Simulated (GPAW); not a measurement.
# Ge (Fd-3m) in GPAW: single point with LDA

Aim: the single point of Ge with LDA.

Everything below comes from runs of GPAW 26.7.0. Logs are shortened: lines on timing, memory, paths and dates and some standing lists are left out, and cuts for length are marked. The log counts tension as positive stress, the text compression.

## Step 1: The undisturbed crystal

The structure is cubic, space group Fd-3m (No. 227). Conventional cell: a = 5.658 Å, b = 5.658 Å, c = 5.658 Å, α = 90.00°, β = 90.00°, γ = 90.00°. Ge (site symmetry -43m) is surrounded by 4 Ge at 2.45 Å.

## Step 2: Single point, LDA (volume scaled by 1.08)

File run.py:

```python
from ase.dft.bandgap import bandgap
from ase.io import write
from ase.spacegroup import crystal
from ase.units import GPa
from gpaw import GPAW, PW

# Ge 8a
atoms = crystal(['Ge'],
                basis=[[0.25, 0.25, 0.25]],
                spacegroup=227, setting=1,  # Fd-3m
                cellpar=[5.80484167, 5.80484167, 5.80484167, 90.0, 90.0, 90.0],
                primitive_cell=True)

calc = GPAW(mode=PW(450),
            xc='LDA',
            kpts={'size': (6, 6, 6), 'gamma': True},
            occupations={'name': 'fermi-dirac', 'width': 0.05},
            nbands=11,
            convergence={'density': 1e-05, 'energy': 1e-05},
            maxiter=80,
            txt='gpaw.txt')
atoms.calc = calc
energy = atoms.get_potential_energy()
forces = atoms.get_forces()
stress = atoms.get_stress()
calc.write('gs.gpw')
write('result.traj', atoms)
print(f'Energy: {energy:.6f} eV')
print('Forces (eV/A):')
print(forces.round(4))
print('Stress (GPa):', (stress / GPa).round(3))
print('Fermi level:', round(calc.get_fermi_level(), 4), 'eV')
print(f'Gap: {bandgap(calc)[0]:.4f} eV, direct: {bandgap(calc, direct=True)[0]:.4f} eV')
```

Potentials or basis: the program's PAW data sets (release 1.2.1) made for this functional, pw.

Run with:

```sh
OMP_NUM_THREADS=1 python run.py
```

gpaw.txt:

```text
__  _  _
 | _ |_)|_||  |
 |__||  | ||/\| - 26.7.0

Input parameters:
  mode=PW(ecut=450.00000000000006),
  convergence={'density': 1e-05, 'energy': 1e-05},
  kpts=MonkhorstPack(size=(6, 6, 6), gamma=True),
  maxiter=80,
  nbands=11,
  occupations=Occupations(name='fermi-dirac', width=0.05),
  xc=XC(name='LDA')

Diagonalizing LCAO Hamiltonian
Converting LCAO to pw mode

           Ge

       Ge

Atoms  # Å, Bohr magnetons
|   | symbol |        x |        y |        z |    initial magnetic moments |
|---|--------|----------|----------|----------|-----------------------------|
| 0 |     Ge | 1.451210 | 1.451210 | 1.451210 | ( 0.0000,  0.0000,  0.0000) |
| 1 |     Ge | 0.000000 | 0.000000 | 0.000000 | ( 0.0000,  0.0000,  0.0000) |

Unit cell  # Å
| periodic |        x |        y |        z |  lengths |    angles |
|----------|----------|----------|----------|----------|-----------|
|      yes | 0.000000 | 2.902421 | 2.902421 | 4.104643 | 60.000000 |
|      yes | 2.902421 | 0.000000 | 2.902421 | 4.104643 | 60.000000 |
|      yes | 2.902421 | 2.902421 | 0.000000 | 4.104643 | 60.000000 |

Number of symmetries: 24
Symmetry operations  # r_c * U_cc + t_c -> r_c
|    | kind |            matrix            |
|----|------|------------------------------|
|  0 |  E   |  1, 0, 0,  0, 1, 0,  0, 0, 1 |
|  1 |  σ   |  1, 0, 0,  0, 0, 1,  0, 1, 0 |
|  2 |  σ   |  1, 0,-1,  0, 1,-1,  0, 0,-1 |
|  3 |  C3  |  1, 0,-1,  0, 0,-1,  0, 1,-1 |
|  4 |  C3  |  1,-1, 0,  0,-1, 1,  0,-1, 0 |
|  5 |  σ   |  1,-1, 0,  0,-1, 0,  0,-1, 1 |
|  6 |  σ   |  0, 1, 0,  1, 0, 0,  0, 0, 1 |
|  7 |  C3  |  0, 1, 0,  0, 0, 1,  1, 0, 0 |
|  8 |  C2  |  0, 1,-1,  1, 0,-1,  0, 0,-1 |
|  9 |  S4  |  0, 1,-1,  0, 0,-1,  1, 0,-1 |
| 10 |  C3  |  0, 0, 1,  1, 0, 0,  0, 1, 0 |
| 11 |  σ   |  0, 0, 1,  0, 1, 0,  1, 0, 0 |
| 12 |  S4  |  0, 0,-1,  1, 0,-1,  0, 1,-1 |
| 13 |  C3  |  0, 0,-1,  0, 1,-1,  1, 0,-1 |
| 14 |  S4  |  0,-1, 1,  1,-1, 0,  0,-1, 0 |
| 15 |  C2  |  0,-1, 1,  0,-1, 0,  1,-1, 0 |
| 16 |  C3  |  0,-1, 0,  1,-1, 0,  0,-1, 1 |
| 17 |  S4  |  0,-1, 0,  0,-1, 1,  1,-1, 0 |
| 18 |  S4  | -1, 1, 0, -1, 0, 1, -1, 0, 0 |
| 19 |  C3  | -1, 1, 0, -1, 0, 0, -1, 0, 1 |
| 20 |  C3  | -1, 0, 1, -1, 1, 0, -1, 0, 0 |
| 21 |  S4  | -1, 0, 1, -1, 0, 0, -1, 1, 0 |
| 22 |  σ   | -1, 0, 0, -1, 1, 0, -1, 0, 1 |
| 23 |  C2  | -1, 0, 0, -1, 0, 1, -1, 1, 0 |

BZ-sampling:
  Number of BZ points: 216
  Number of IBZ points: 16

  Monkhorst-Pack size: [6, 6, 6]
  Monkhorst-Pack shift: [0.08333333333333333, 0.08333333333333333, 0.08333333333333333]

K-points  # in reciprocal-cell coordinates
|     |                                coordinates |     weight |
|-----|--------------------------------------------|------------|
|   0 | (  0.00000000,   0.00000000,   0.00000000) | 0.00462963 |
|   1 | (  0.16666667,   0.16666667,   0.00000000) | 0.02777778 |
|   2 | (  0.16666667,   0.16666667,   0.16666667) | 0.03703704 |
|   3 | (  0.33333333,   0.16666667,   0.16666667) | 0.05555556 |
|   4 | (  0.33333333,   0.33333333,  -0.33333333) | 0.05555556 |
|   5 | (  0.33333333,   0.33333333,   0.00000000) | 0.02777778 |
|   6 | (  0.33333333,   0.33333333,   0.16666667) | 0.11111111 |
|   7 | (  0.33333333,   0.33333333,   0.33333333) | 0.03703704 |
|   8 | (  0.50000000,   0.33333333,  -0.33333333) | 0.11111111 |
|   9 | (  0.50000000,   0.33333333,  -0.16666667) | 0.05555556 |
| ... |                                            |            |
|  15 | (  0.50000000,   0.50000000,   0.50000000) | 0.01851852 |

Plane wave coefficients: 1068
Cutoff: 450.00000000000006 eV

Spin-components: 1 (collinear spins)
Bands:           11
Projectors:      10
Spin-degeneracy: 2
Datatype:        complex128

Density:
  Valence electrons: 8.0
  Components: 1
  Grid points: [21 21 21]
  Charge: 0.0  # |e|

Potential:
  Grid points: [21 21 21]

species:
  Ge:
    name:    Germanium
    Z:       32.0
    valence: 4
    core:    28
    charge:  0.0  # [|e|]
    compensation charges:
      type: gauss
      rc: 0.32  # [Å]
      lmax: 2
    cutoffs:
      filter: 1.77  # [Å]
      core: 3.42  # [Å]
    projectors
    | kind |    occ | energy [eV] | rcut [Å] |
    |------|--------|-------------|----------|
    |   4s |  2.000 |     -11.940 |    1.005 |
    |   4p |  2.000 |      -4.047 |    1.005 |
    |    s |        |      15.272 |    1.005 |
    |    p |        |      23.164 |    1.005 |
    |    d |        |       0.000 |    1.005 |

    Using partial waves for Ge as LCAO basis

Reference energy: -114035.635429  # eV

eigensolver:
  PPCG
  Converge bands: occupied
  niter=2

density mixing:
  MSR1-Mixer
  Pratt-step length: 0.05
  Maximum mixing coefficient: 0.75
  Old densities: 10
  SVD Regularization: 0.005
  Good broyden scale: 1.0
  Trust region scale: 1.0
  Backstep threshold: 4.0
  History deletion threshold: 6.0
  Fourier metric: weight=20.0, sigma=0.015

occupation numbers:
  Fermi-Dirac:
    width: 0.0500  # eV

poisson solver:
  ecut: 3600.0000000000005  # eV

xc functional:
  name: None

convergence criteria:
- Maximum integral of absolute [dens]ity change: 1e-05 electrons / valence electron
- Maximum [total energy] change in last 3 cyles: 1e-05 eV / valence electron
- Maximum integral of absolute [eigenst]ate change: 4e-08 eV^2 / valence electron
maximum number of iterations: 80

SCF iterations
|iter     | |      energy | eigst |  dens |
|---------|-|-------------|-------|-------|
|iter:   1| |  -10.354929 | -0.48 |       |
|iter:   2| |  -10.346483 | -2.71 | -0.92 |
|iter:   3| |  -10.271148 | -2.68 | -0.94 |
|iter:   4| |  -10.267808 | -3.67 | -1.57 |
|iter:   5| |  -10.267781 | -5.22 | -2.53 |
|iter:   6| |  -10.267782c| -6.59 | -3.29 |
|iter:   7| |  -10.267782c| -7.80c| -3.76 |
|iter:   8| |  -10.267782c| -8.36c| -4.99 |
|iter:   9| |  -10.267782c| -9.34c| -5.66c|

Converged in 9 steps
Energy contributions relative to reference atoms: (reference = -114035.635429)

Energy contributions:
  Kinetic:          17.323523
  Coulomb:         -16.197676
  Zero:              0.004097
  External:          0.000000
  Xc:              -11.396821
  Entropy:          -0.001809
  Spinorbit:         0.000000
  ----------------------------
  Free energy:     -10.268687
  Extrapolated:    -10.267782

dipole moment: (-22.230164, -22.230164, -22.230164)  # |e|*Ang

Fermi level: 4.719
Eigenvalues  # (at kpt = [0.000, 0.000, 0.000])
| band index |      eig [eV] | occ [0-2] |
|------------|---------------|-----------|
|          0 |        -7.358 |     2.000 |
|          1 |         4.072 |     2.000 |
|          2 |         4.886 |     0.068 |
|          3 |         4.886 |     0.068 |
|          4 |         4.886 |     0.068 |
|          5 |         7.381 |     0.000 |
|          6 |         7.381 |     0.000 |
|          7 |         7.381 |     0.000 |
|          8 |        10.907 |     0.000 |
|          9 |        14.156 |     0.000 |
|         10 |        14.156 |     0.000 |

No gap
No difference between direct/indirect transitions

Forces  # eV/Ang
|        x |        y |       z |
|----------|----------|---------|
|  0.00000 | -0.00000 | 0.00000 |  # Ge   0
| -0.00000 |  0.00000 | 0.00000 |  # Ge   1

Stress tensor  # eV/Ang^3
|         x |         y |         z |
|-----------|-----------|-----------|
|  0.032458 | -0.000000 | -0.000000 |
| -0.000000 |  0.032458 | -0.000000 |
| -0.000000 | -0.000000 |  0.032458 |

# Writing to gs.gpw (mode='')
```

Run time: 5.2 s. Hardware: 1 thread of Arm Neoverse V1, shared host; peak memory 0.13 GiB.

What came out:

```yaml
Free_energy: -10.2687 eV
Pressure: -5.2 GPa
Band_gap_on_the_k_mesh: none (metal or under the smearing width)
```

Caveat: the cutoff is short for stress and forces, so pressures can be off by a GPa or more.
